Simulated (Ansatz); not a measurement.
AgI: how strain makes field gradients

```yaml
crystal:
  lattice:
    - [4.58000, 0.00000, 0.00000]
    - [-2.29000, 3.96640, 0.00000]
    - [0.00000, 0.00000, 7.51000]
  atoms:
    - { symbol: Ag, position: [0.33333, 0.66667, 0.00000] }
    - { symbol: Ag, position: [0.66667, 0.33333, 0.50000] }
    - { symbol: I, position: [0.33333, 0.66667, 0.37500] }
    - { symbol: I, position: [0.66667, 0.33333, 0.87500] }
```

Atoms are numbered in the order listed.

The conventional cell has a = 4.580 Å, b = 4.580 Å, c = 7.510 Å, α = 90.00°, β = 90.00°, γ = 120.00°. Around Ag (atom 1) lie 4 I at 2.81 to 2.82 Å. I (atom 3) has 4 Ag at 2.81 to 2.82 Å as nearest neighbours.

The cell is COD entry 1011050, as deposited and not checked against the literature; nothing was relaxed. It is an old determination, and later ones may differ.

Computed with DFT, LDA, all-electron PAW with datasets made for the crystal, scalar-relativistic (Ansatz 0.2.0).

The runs use a Γ-centred 8×8×4 k mesh, Fermi–Dirac smearing of 0.02 eV, cutoff 240 eV (chosen by the program for this cell), no spin polarisation.

The strain is applied along the Cartesian axes of the cell as listed (the other components stay zero). Fractional coordinates are held (clamped ions).

The columns are Cartesian components of the electric field gradient at the nuclei, in 10²¹ V/m².

No spin–orbit coupling: at heavy atoms the gradients can be off by tens of per cent for that reason.

Only quantities that a quadratic follows smoothly over the whole series are listed; rougher ones are left out.

```
    εzz  Vzz at Ag1  Vzz at I3
-0.0200       -0.67      -0.06
-0.0100       -0.25       0.18
 0.0000        0.15       0.39
 0.0200        0.90       0.73
```

Task: Fit the series and give the gradient–strain slopes.

Result: Least-squares fits y = p0 + p1 x + p2 x² to the rows give Vzz at Ag1: p1 = 39.2, p2 = -89; Vzz at I3: p1 = 19.7, p2 = -140. The slopes p1 are in 10²¹ V/m² per unit strain, for clamped ions.

Task: One run, at εzz = 0.0100, is withheld. Predict its row.

Result: The fits give 0.53, 0.57; the run gave 0.54, 0.57.
